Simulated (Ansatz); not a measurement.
# Re (Fm-3m): electronic heat capacity and spin susceptibility from the density of states

Level of theory: Ansatz, DFT PBE, scalar-relativistic, plane waves, PAW.

Cutoff 420 eV; k points 18×18×18 on the computed 1-atom cell (Γ-centred); Gaussian smearing, width 0.10 eV; no spin polarisation.

Relaxed cell: Fm-3m, a = 3.915 Å, b = 3.915 Å, c = 3.915 Å, α = 90.00°, β = 90.00°, γ = 90.00°, 1 atom in the primitive cell. This fcc form isn't the element's structure at ambient conditions.

The density of states at the Fermi level is 0.822 states/eV in the cell of 1 atom (1 formula unit; both spins, tetrahedra on a 27×27×27 mesh).

Task: What Sommerfeld coefficient and Pauli susceptibility does this give?

Result: Per formula unit N(E_F) = 0.822 states/eV. γ = (π²/3) k_B² N(E_F) N_A = 2.357 mJ/(mol K²) per state/eV, so γ = 1.9 mJ/(mol K²), a mole of formula units. χ_P = μ_B² N(E_F) N_A = 3.23×10⁻⁵ emu/mol per state/eV gives 2.7×10⁻⁵ emu/mol. This is the bare band result: a measured γ of the same phase is as a rule larger by a factor 1 + λ from phonons and spin fluctuations, the spin part of χ is larger by the Stoner factor, and a measured χ also holds orbital and core terms. N(E_F) at one energy is sensitive to the mesh where the density of states has sharp peaks.

Spin-orbit coupling is left out, which matters for the bands of heavy elements.